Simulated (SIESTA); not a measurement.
# Pt (Fm-3m) in SIESTA: further runs, part 2 of 2

SIESTA 5.4.2. Earlier steps stand in the parts before.

### 10 Band structure, AM05

File run.py:

```python
from ase import Atoms
from ase.calculators.siesta import Siesta
from ase.units import Ry, GPa

atoms = Atoms(
    ['Pt'],
    cell=[
        [0.0, 1.9609, 1.9609],
        [1.9609, 0.0, 1.9609],
        [1.9609, 1.9609, 0.0],
    ],
    scaled_positions=[
        [0.0, 0.0, 0.0],
    ],
    pbc=True,
)

fdf = {
    'SCFMustConverge': False,
    'OccupationFunction': 'FD',
    'ElectronicTemperature': '0.05 eV',
    'MaxSCFIterations': '120',
    'SCF.Mixer.Method': 'Pulay',
    'SCF.Mixer.Weight': '0.25',
    'SCF.Mixer.History': '8',
    'SCF.DM.Tolerance': '5.0e-05',
    'SCF.H.Tolerance': '1.0e-03 eV',
    'WriteForces': 'true',
    'Charge.Mulliken': 'end',
    'BandLinesScale': 'ReciprocalLatticeVectors',
    'BandLines': ['  1    0.000000   0.000000   0.000000  \\Gamma', ' 12    0.500000   0.000000   0.500000  X', '  6    0.500000   0.250000   0.750000  W', '  4    0.375000   0.375000   0.750000  K', ' 13    0.000000   0.000000   0.000000  \\Gamma', ' 11    0.500000   0.500000   0.500000  L', '  8    0.625000   0.250000   0.625000  U', '  4    0.500000   0.250000   0.750000  W', '  9    0.500000   0.500000   0.500000  L', '  8    0.375000   0.375000   0.750000  K', '  1    0.625000   0.250000   0.625000  U', '  4    0.500000   0.000000   0.500000  X'],
    'PAO.Basis': ['Pt.1 5', 'n=5 0 2', '  2.732 0.000', 'n=6 0 2', '  7.268 0.000', 'n=5 1 2', '  3.260 0.000', 'n=6 1 1', '  7.268', 'n=5 2 2', '  5.669 0.000'],
}
calc = Siesta(
    label="Pt",
    command="siesta < PREFIX.fdf > PREFIX.out",
    pseudo_path="pseudos",
    pseudo_qualifier="",
    xc=('GGA', 'AM05'),
    basis_set="DZP",
    mesh_cutoff=800 * Ry,
    energy_shift=0.003 * Ry,
    kpts=[12, 12, 12],
    spin="non-polarized",
    fdf_arguments=fdf,
)
atoms.calc = calc

print(f"energy = {atoms.get_potential_energy():.6f} eV")
free = atoms.get_potential_energy(force_consistent=True)
print(f"free energy = {free:.6f} eV")
print("forces (eV/A):")
print(atoms.get_forces(apply_constraint=False).round(6))
print("stress (GPa, Voigt order, tension positive):", (atoms.get_stress() / GPa).round(4))
```

Potentials or basis: PseudoDojo 0.4 standard (PBEsol files), DZP (energy shift 0.003 Ry; two zetas on semicore shells).

Launch:

```console
$ python run.py
```

Standard output:

```text
Job completed
energy = -3549.858325 eV
free energy = -3549.873948 eV
forces (eV/A):
[[-0.  0.  0.]]
stress (GPa, Voigt order, tension positive): [ 0.1238  0.1238  0.1238 -0.0008 -0.0008 -0.0008]
```

Pt.fdf:

```text
SystemName	Pt
SystemLabel	Pt

%block BandLines
  1    0.000000   0.000000   0.000000  \Gamma
 12    0.500000   0.000000   0.500000  X
  6    0.500000   0.250000   0.750000  W
  4    0.375000   0.375000   0.750000  K
 13    0.000000   0.000000   0.000000  \Gamma
 11    0.500000   0.500000   0.500000  L
  8    0.625000   0.250000   0.625000  U
  4    0.500000   0.250000   0.750000  W
  9    0.500000   0.500000   0.500000  L
  8    0.375000   0.375000   0.750000  K
  1    0.625000   0.250000   0.625000  U
  4    0.500000   0.000000   0.500000  X
%endblock BandLines
BandLinesScale	ReciprocalLatticeVectors
Charge.Mulliken	end
ElectronicTemperature	0.05 eV
MaxSCFIterations	120
OccupationFunction	FD
%block PAO.Basis
Pt.1 5
n=5 0 2
  2.732 0.000
n=6 0 2
  7.268 0.000
n=5 1 2
  3.260 0.000
n=6 1 1
  7.268
n=5 2 2
  5.669 0.000
%endblock PAO.Basis
SCF.DM.Tolerance	5.0e-05
SCF.H.Tolerance	1.0e-03 eV
SCF.Mixer.History	8
SCF.Mixer.Method	Pulay
SCF.Mixer.Weight	0.25
SCFMustConverge	False
WriteForces	true

Spin	non-polarized
XC.functional	GGA
XC.authors	AM05

MeshCutoff	10884.554409746897	eV
PAO.EnergyShift	0.040817079036550866	eV

NumberOfSpecies	1
NumberOfAtoms	1
%block ChemicalSpecieslabel
    1 78 Pt.1 Pt.1.psml
%endblock ChemicalSpecieslabel

%block PAO.BasisSizes
    Pt.1	DZP
%endblock PAO.BasisSizes

LatticeConstant	1.0 Ang
%block LatticeVectors
    0.0 1.9609 1.9609
    1.9609 0.0 1.9609
    1.9609 1.9609 0.0
%endblock LatticeVectors
AtomicCoordinatesFormat	Ang
%block AtomicCoordinatesAndAtomicSpecies
    0.0 0.0 0.0 1
%endblock AtomicCoordinatesAndAtomicSpecies
%block DM.InitSpin
%endblock DM.InitSpin

#KPoint grid
%block kgrid_Monkhorst_Pack
     12       0       0  0.0
     0       12       0  0.0
     0       0       12  0.0
%endblock kgrid_Monkhorst_Pack
```

Pt.out:

```text
Version         : 5.4.2

[... 6 lines left out ...]
 NOTE: Please see the manual for full details and compatibility measures.

reinit: Reading from standard input
reinit: Dumping input in INPUT_TMP.37328
************************** Dump of input data file ****************************
SystemName	Pt
SystemLabel	Pt
%block BandLines
  1    0.000000   0.000000   0.000000  \Gamma
[... 602 lines left out ...]
               5pz     5px     6py     6pz     6px     5dxy    5dyz    5dz2
               5dxz    5dx2-y2 5dxy    5dyz    5dz2    5dxz    5dx2-y2
   1 18.000   1.897   0.023   0.918  -0.206   1.932   1.932   1.932   0.064
              0.064   0.064   0.239   0.239   0.239   1.857   1.857   1.960

              1.857   1.960  -0.182  -0.182  -0.142  -0.182  -0.142

mulliken: Qtot =       18.000

Mulliken Atomic Populations:
Atom #   charge [q] valence [e]  Species
     1    -0.000000   18.000000  Pt.1
 Total    -0.000000

Job completed
```

It took 58 s on 1 thread of AMD EPYC 7R43 (Zen 3), shared host; peak memory 0.21 GiB.

Results:

- Free energy: -3549.8739 eV
- Pressure: -0.1 GPa
- Band gap on the k mesh: none (metal or under the smearing width)

Levels at the corners of the path, in eV from the Fermi level:
```csv
point,band 5,band 6,band 7,band 8,band 9,band 10,band 11,band 12,band 13,band 14
Γ,-10.29,-3.83,-3.83,-3.83,-1.63,-1.63,33.26,33.26,33.26,37.21
X,-7.10,-6.69,0.01,0.46,0.46,1.85,10.35,14.43,14.43,22.77
W,-5.70,-4.61,-4.61,-1.95,0.47,8.59,8.59,9.17,12.30,29.98
K,-6.29,-5.52,-2.90,-1.31,-0.19,6.78,7.15,10.96,16.37,23.69
Γ,-10.29,-3.83,-3.83,-3.83,-1.63,-1.63,33.26,33.26,33.26,37.21
L,-7.39,-3.87,-3.87,-0.50,0.02,0.02,5.96,29.54,29.54,34.51
U,-6.29,-5.52,-2.90,-1.31,-0.19,6.78,7.15,10.96,16.37,23.69
W,-5.70,-4.61,-4.61,-1.95,0.47,8.59,8.59,9.17,12.30,29.98
L,-7.39,-3.87,-3.87,-0.50,0.02,0.02,5.96,29.54,29.54,34.51
K,-6.29,-5.52,-2.90,-1.31,-0.19,6.78,7.15,10.96,16.37,23.69
U,-6.29,-5.52,-2.90,-1.31,-0.19,6.78,7.15,10.96,16.37,23.69
X,-7.10,-6.69,0.01,0.46,0.46,1.85,10.35,14.43,14.43,22.77
```

Caveat: short orbitals over semicore shells can move pressures by several GPa; the potentials were made for another functional, which shifts forces and pressure; spin-orbit coupling is left out, which moves the levels of the heavy elements; the basis of atomic orbitals isn't converged, which shifts pressures, moduli and gaps.
